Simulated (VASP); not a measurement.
# H (P1) in VASP: single point with r2SCAN

Aim: the single point of H with r2SCAN.

All numbers are computed with VASP 6.6.1; they aren't measurements. Logs are shortened: lines on timing, memory, paths and dates and some standing lists are left out, and cuts for length are marked.

## (1) The structure

The typed cell holds 3 atoms: a = 2.602 Å, b = 2.749 Å, c = 3.623 Å, α = 89.06°, β = 89.07°, γ = 120.16°.

The cell was built by a generator and needn't be a form met in nature.

## (2) Single point, r2SCAN

POSCAR

```
H
1.0
    2.6016431400     -0.0452132900      0.0219877600
   -1.3399769300      2.4001027000      0.0222496700
    0.0292455500      0.0510553200      3.6220781000
H
3
Direct
    0.2320320000      0.0099350000      0.3098410000
    0.9772030000      0.2173590000      0.6792300000
    0.7140610000      0.7337840000      0.0080890000
```

INCAR.step1

```
PREC = Accurate
ENCUT = 520
ISMEAR = -1
SIGMA = 0.1
LREAL = False
LASPH = True
NELM = 80
NBANDS = 8
GGA = PE
ALGO = Normal
EDIFF = 1E-4
LWAVE = True
LCHARG = False
```

INCAR.step2

```
PREC = Accurate
ENCUT = 520
EDIFF = 1E-7
ISMEAR = -1
SIGMA = 0.1
LREAL = False
LASPH = True
NELM = 80
ALGO = Normal
ISIF = 2
LWAVE = False
LCHARG = False
METAGGA = R2SCAN
LMIXTAU = True
NBANDS = 8
ISTART = 1
```

KPOINTS

```
Automatic mesh
0
Gamma
  8 7 5
  0.5 0 0
```

Potentials or basis: VASP PAW PBE potentials, release 64 (H).

The run is started by

```
$ cat potpaw_PBE.64/H/POTCAR > POTCAR
$ cp INCAR.step1 INCAR
$ mpirun -np 1 vasp_std > vasp.out
$ cp INCAR.step2 INCAR
$ mpirun -np 1 vasp_std > vasp.out
```

OUTCAR:

```text
PREC = Accurate
   ENCUT = 520
   EDIFF = 1E-7
   ISMEAR = -1
   LREAL = False
   LASPH = True
   NELM = 80
   ISIF = 2
   METAGGA = R2SCAN
   ISTART = 1

 ion  position               nearest neighbor table
   1  0.232  0.010  0.310-
   2  0.977  0.217  0.679-
   3  0.714  0.734  0.008-

  LATTYP: Found a triclinic cell.
 ALAT       =     6.8506338488
 B/A-ratio  =     0.9326323401
 C/A-ratio  =     1.4404315668
 COS(alpha) =     0.0028297676
 COS(beta)  =     0.6280485018
 COS(gamma) =     0.7782194711

  Lattice vectors:

 A1 = (   6.4649524900,   2.2644628300,   0.0882129500)
 A2 = (   5.2325318300,  -0.0393712600,   3.6660536200)
 A3 = (   5.0664844600,   4.5624548900,  -7.1336935800)

Analysis of symmetry for initial positions (statically):
=====================================================================
 Subroutine PRICEL returns:
 Original cell was already a primitive cell.

 Routine SETGRP: Setting up the symmetry group for a
 triclinic supercell.

 Subroutine GETGRP returns: Found  1 space group operations
 (whereof  1 operations were pure point group operations)
 out of a pool of  2 trial point group operations.

The static configuration has the point symmetry C_1 .

Analysis of symmetry for dynamics (positions and initial velocities):
=====================================================================
 Subroutine PRICEL returns:
 Original cell was already a primitive cell.

 Routine SETGRP: Setting up the symmetry group for a
 triclinic supercell.

 Subroutine GETGRP returns: Found  1 space group operations
 (whereof  1 operations were pure point group operations)
 out of a pool of  2 trial point group operations.

The dynamic configuration has the point symmetry C_1 .

 Subroutine INISYM returns: Found  1 space group operations
 (whereof  1 operations are pure point group operations),
 and found     1 'primitive' translations

----------------------------------------------------------------------------------------

                                     Primitive cell

  volume of cell :      22.3915

  direct lattice vectors                    reciprocal lattice vectors
     2.601643140 -0.045213290  0.021987760     0.388192237  0.216785044 -0.006190072
    -1.339976930  2.400102700  0.022249670     0.007363881  0.420815630 -0.005991101
     0.029245550  0.051055320  3.622078100    -0.002401749 -0.003900972  0.276158983

  length of vectors
     2.602128884  2.748913638  3.622555964     0.444665363  0.420922694  0.276196977

  position of ions in fractional coordinates (direct lattice)
     0.232032000  0.009935000  0.309841000
     0.977203000  0.217359000  0.679230000
     0.714061000  0.733784000  0.008089000

  ion indices of the primitive-cell ions
   primitive index   ion index
                 1           1
                 2           2
                 3           3

----------------------------------------------------------------------------------------

 KPOINTS: Automatic mesh

Automatic generation of k-mesh.
 Grid dimensions read from file:
 generate k-points for:    8    7    5

 Generating k-lattice:

  Cartesian coordinates                     Fractional coordinates (reciprocal lattice)
     0.048524030  0.027098130 -0.000773759     0.125000000 -0.000000000  0.000000000
     0.001051983  0.060116519 -0.000855872    -0.000000000  0.142857143 -0.000000000
    -0.000480350 -0.000780194  0.055231797     0.000000000  0.000000000  0.200000000

  Length of vectors
     0.055583170  0.060131813  0.055239395

  Shift w.r.t. Gamma in fractional coordinates (k-lattice)
     0.500000000  0.000000000  0.000000000

 Subroutine IBZKPT returns following result:
 ===========================================

 Found    140 irreducible k-points:

 Following reciprocal coordinates:
            Coordinates               Weight
  0.062500  0.000000  0.000000      2.000000
  0.187500  0.000000  0.000000      2.000000
  0.312500  0.000000  0.000000      2.000000
  0.437500  0.000000  0.000000      2.000000
  0.062500  0.142857  0.000000      2.000000
  0.187500  0.142857 -0.000000      2.000000
[... 16 lines left out ...]
  0.312500  0.428571  0.000000      2.000000
  0.437500  0.428571  0.000000      2.000000
 [... further k-points ...]
   k-points           NKPTS =    140   k-points in BZ     NKDIM =    140   number of bands    NBANDS=      8
   number of dos      NEDOS =    301   number of ions     NIONS =      3
   total plane-waves  NPLWV =  11200
   dimension x,y,z NGX =    20 NGY =   20 NGZ =   28
   dimension x,y,z NGXF=    40 NGYF=   40 NGZF=   56
   ions per type =               3
   NGX,Y,Z   is equivalent  to a cutoff of  12.78, 12.10, 12.85 a.u.
   NGXF,Y,Z  is equivalent  to a cutoff of  25.56, 24.19, 25.70 a.u.
 SYSTEM =  unknown system
   PREC   = accura    normal or accurate (medium, high low for compatibility)
   ISTART =      1    job   : 0-new  1-cont  2-samecut
   ICHARG =      0    charge: 1-file 2-atom 10-const
   ISPIN  =      1    spin polarized calculation?
   LNONCOLLINEAR =      F non collinear calculations
   LSORBIT =      F    spin-orbit coupling
   LASPH  =      T    aspherical Exc in radial PAW
   ENCUT  =  520.0 eV  38.22 Ry    6.18 a.u.   4.84  5.11  6.74*2*pi/ulx,y,z
   NELM   =     80;   NELMIN=  2; NELMDL=  0     # of ELM steps
   EDIFF  = 0.1E-06   stopping-criterion for ELM
   LREAL  =      F    real-space projection
   EDIFFG = 0.1E-05   stopping-criterion for IOM
   NSW    =      0    number of steps for IOM
   IBRION =     -1    ionic relax: 0-MD 1-quasi-New 2-CG
   NFREE  =      0    steps in history (QN), initial steepest desc. (CG)
   ISIF   =      2    stress and relaxation
   ISYM   =      2    0-nonsym 1-usesym 2-fastsym
   POTIM  = 0.5000    time-step for ionic-motion
   TEBEG  =    0.0;   TEEND  =   0.0 temperature during run
   PSTRESS=    0.0 pullay stress
   NELECT =       3.0000    total number of electrons
   NUPDOWN=      -1.0000    fix difference up-down
   EMIN   =  10.00;   EMAX   =-10.00  energy-range for DOS
   EFERMI =   0.00;   METHOD = LEGACY
   ISMEAR =    -1;   SIGMA  =   0.10  broadening in eV -4-tet -1-fermi 0-gaus
   EFERMI_NEDOS =   21; number of points for ismear=-14 and -15
   IALGO  =     38    algorithm
   IMIX   =      4    mixing-type and parameters
     AMIX     =   0.40;   BMIX     =  1.00
     AMIX_MAG =   1.60;   BMIX_MAG =  1.00
  volume/ion in A,a.u.               =       7.46        50.37
  Fermi-wavevector in a.u.,A,eV,Ry     =   0.837698  1.583019  9.547714  0.701737
  Thomas-Fermi vector in A             =   1.951630
   LORBIT       =      0    0 simple, 1 ext, 2 COOP (PROOUT), +10 PAW based schemes
   METAGGA = R2SCAN    functional components
   LHFCALC =     F    Hartree Fock is set to
   AEXX    =    0.0000 exact exchange contribution
   IVDW    =     0    specifies the selected vdW correction
   LEPSILON=     F    determine dielectric tensor
   LRPA    =     F    only Hartree local field effects (RPA)
 non-spin polarized calculation
  energy-cutoff  :      520.00
  volume of cell :       22.39
 maximum number of plane-waves:       615
   NGX =  9   NGY = 11   NGZ = 13

 number of electron       3.0000000 magnetization

 Free energy of the ion-electron system (eV)
  ---------------------------------------------------
  ext. energy  EPLUGINS =         0.00000000
  ---------------------------------------------------
  free energy    TOTEN  =        -5.68960339 eV

  energy without entropy =       -5.66389533  energy(sigma->0) =       -5.67674936

 E-fermi :  -2.7700     XC(G=0):  -8.1782

 val. band max:       -2.7882710716   @ k =  -0.3125  -0.2857   0.4000
 cond. band min:      -2.7386441401   @ k =   0.4375   0.1429   0.0000
 fundamental gap:      0.0496269314
 Fermi energy:        -2.7700499339

 k-point     1 :       0.0625    0.0000    0.0000
  band No.  band energies     occupation
      1     -10.8712      2.00000
      2      -0.7712      0.00000
      3       0.1011      0.00000
      4      14.3210      0.00000
      5      15.9351      0.00000
      6      18.2305      0.00000
      7      20.9890      0.00000
      8      22.0010      0.00000

 k-point     2 :       0.1875    0.0000    0.0000
  band No.  band energies     occupation
      1     -10.0102      2.00000
      2      -0.3148      0.00000
      3       0.4265      0.00000
      4      10.9013      0.00000
      5      13.6050      0.00000
      6      16.0461      0.00000
      7      19.8012      0.00000
      8      22.6953      0.00000

 k-point     3 :       0.3125    0.0000    0.0000
  band No.  band energies     occupation
      1      -8.3426      2.00000
      2      -0.4309      0.00000
      3       0.9667      0.00000
      4       8.2494      0.00000
      5      12.4244      0.00000
      6      13.6983      0.00000
      7      16.2108      0.00000
      8      19.6829      0.00000

 k-point     4 :       0.4375    0.0000    0.0000
  band No.  band energies     occupation
      1      -6.1380      2.00000
      2      -2.3928      0.04495
      3       1.6139      0.00000
      4       8.4818      0.00000
      5      11.3384      0.00000
      6      12.6621      0.00000
      7      13.9090      0.00000
      8      16.2090      0.00000

 k-point     5 :       0.0625    0.1429    0.0000
  band No.  band energies     occupation
      1     -10.1360      2.00000
      2      -0.3863      0.00000
      3       0.2815      0.00000
      4      10.2084      0.00000
      5      13.8011      0.00000
      6      18.2127      0.00000
      7      19.8447      0.00000
      8      22.7721      0.00000
[... 177 lines left out ...]
 k-point    22 :       0.1875    0.4286    0.0000
  band No.  band energies     occupation
      1      -5.8642      2.00000
      2      -2.5175      0.14816
      3       0.5695      0.00000
      4       8.9135      0.00000
      5      10.1842      0.00000
      6      12.4179      0.00000
      7      12.8512      0.00000
      8      17.8669      0.00000

 k-point    23 :       0.3125    0.4286    0.0000
  band No.  band energies     occupation
      1      -5.7954      2.00000
      2      -1.3342      0.00000
      3      -0.3842      0.00000
      4       8.6437      0.00000
      5       9.6566      0.00000
      6      13.3083      0.00000
      7      14.5850      0.00000
      8      15.3816      0.00000

 k-point    24 :       0.4375    0.4286    0.0000
  band No.  band energies     occupation
      1      -5.9166      2.00000
      2      -2.5590      0.21612
      3       1.2957      0.00000
      4       8.3109      0.00000
      5      10.7187      0.00000
      6      12.3703      0.00000
      7      13.0321      0.00000
      8      18.7145      0.00000

 [... further k-points ...]

------------------------ aborting loop because EDIFF is reached ----------------------------------------

  FORCE on cell =-STRESS in cart. coord.  units (eV):
  Direction    XX          YY          ZZ          XY          YZ          ZX
  --------------------------------------------------------------------------------------
  -------------------------------------------------------------------------------------
  Total       -2.3342387     -2.4795496     -3.6708492     -0.2382690      0.0301265      0.1110330
  in kB     -167.0212802   -177.4186824   -262.6594881    -17.0488120      2.1556378      7.9447176
  external PRESSURE =    -202.3664836 kB  Pullay stress =       0.0000000 kB

 VOLUME and BASIS-vectors are now :
 -----------------------------------------------------------------------------
  energy-cutoff  :      520.00
  volume of cell :       22.39
      direct lattice vectors                 reciprocal lattice vectors
     2.601643140 -0.045213290  0.021987760     0.388192237  0.216785044 -0.006190072
    -1.339976930  2.400102700  0.022249670     0.007363881  0.420815630 -0.005991101
     0.029245550  0.051055320  3.622078100    -0.002401749 -0.003900972  0.276158983

 POSITION                                       TOTAL-FORCE (eV/Angst)
 -----------------------------------------------------------------------------------
      0.59941      0.02917      1.12759        -1.556835     -0.070224      0.033721
      2.27094      0.51218      2.48655         0.736581     -1.473346      0.020443
      0.87471      1.72928      0.06133         0.820254      1.543570     -0.054164
 -----------------------------------------------------------------------------------
    total drift:                               -0.000028     -0.000041     -0.000026

  FREE ENERGIE OF THE ION-ELECTRON SYSTEM (eV)
  ---------------------------------------------------
  free  energy   TOTEN  =        -5.6896033913 eV

  energy  without entropy=       -5.6638953319  energy(sigma->0) =       -5.67674936
```

It took 44 s on 1 thread of Intel Xeon Platinum 8488C (Sapphire Rapids), shared host; peak memory 0.14 GiB.

What came out:

```yaml
Free_energy: -5.6896 eV
Pressure: -20.2 GPa
Largest_force: 1.749 eV/Å
Band_gap_on_the_k_mesh: none (metal or under the smearing width)
```

Forces on the atoms (eV/Å):
```
H   -1.557 -0.070  0.034
H    0.737 -1.473  0.020
H    0.820  1.544 -0.054
```

Stress tensor (GPa, compression positive):
```
-16.70  -1.70   0.79
 -1.70 -17.74   0.22
  0.79   0.22 -26.27
```

Levels at points of the mesh, in eV from the Fermi level:
| k point | band 1 | band 2 | band 3 | band 4 | band 5 | band 6 |
| --- | --- | --- | --- | --- | --- | --- |
| (0.06, 0.00, 0.00) | -8.10 | 2.00 | 2.87 | 17.09 | 18.71 | 21.00 |

Caveat: the k mesh is coarse (spacing up to 0.38 Å⁻¹), so the values aren't converged; so large a pressure means that the cell lies far from this level's equilibrium, or that cutoff or potentials fall short; the potentials were made for another functional, which shifts forces and pressure.
